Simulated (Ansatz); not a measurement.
Here is an Ansatz 0.2.0 calculation.

File input.yaml:

```yaml
crystal:
  lattice:
    - [3.5432, 0.0, 0.0]
    - [-1.7716, 3.0685012107, 0.0]
    - [0.0, 0.0, 5.0388]
  atoms:
    - { symbol: Pt, position: [0.0, 0.0, 0.0] }
    - { symbol: S, position: [0.6666666667, 0.3333333333, 0.773] }
    - { symbol: S, position: [0.3333333333, 0.6666666667, 0.227] }
hamiltonian:
  xc: pbe
  pseudopotentials: { kind: paw_fr }
magnetization:
  noncollinear: true
  spin_orbit: true
kpoints:
  mp_grid: { grid: [9, 9, 5] }
  band_path:
    path:
      - [[0.0, 0.0, 0.0], [0.5, 0.0, 0.0], [0.3333333333, 0.3333333333, 0.0], [0.0, 0.0, 0.0], [0.0, 0.0, 0.5], [0.5, 0.0, 0.5], [0.3333333333, 0.3333333333, 0.5], [0.0, 0.0, 0.5]]
      - [[0.5, 0.0, 0.5], [0.5, 0.0, 0.0]]
      - [[0.3333333333, 0.3333333333, 0.0], [0.3333333333, 0.3333333333, 0.5]]
    npoints: 14
scf:
  occupations: { method: fermi_dirac, width: 0.05 }
  n_extra_bands: 7
output:
  forces: true
  stress: true
  eigenvalues: true
  fatbands: false
```

Potentials or basis: Ansatz PAW.

Command:

```bash
$ ansatz run input.yaml --threads 2 --pin off --max-ram 5632MiB --backend cpu --events-out ev --progress --plain --runs-dir out
```

(1) Estimate the pressure.

(2) Estimate the band gap on the k mesh.

(3) What does it give for the band gap along the path?

Answers

(1) 11.6 GPa.

(2) 0.99 eV, indirect (least direct gap 1.10 eV).

(3) 1.02 eV, indirect (least direct gap 1.56 eV).

Caveat: forces of over 1 eV/Å show positions far from the minimum, so gaps and moduli don't describe the material at rest.
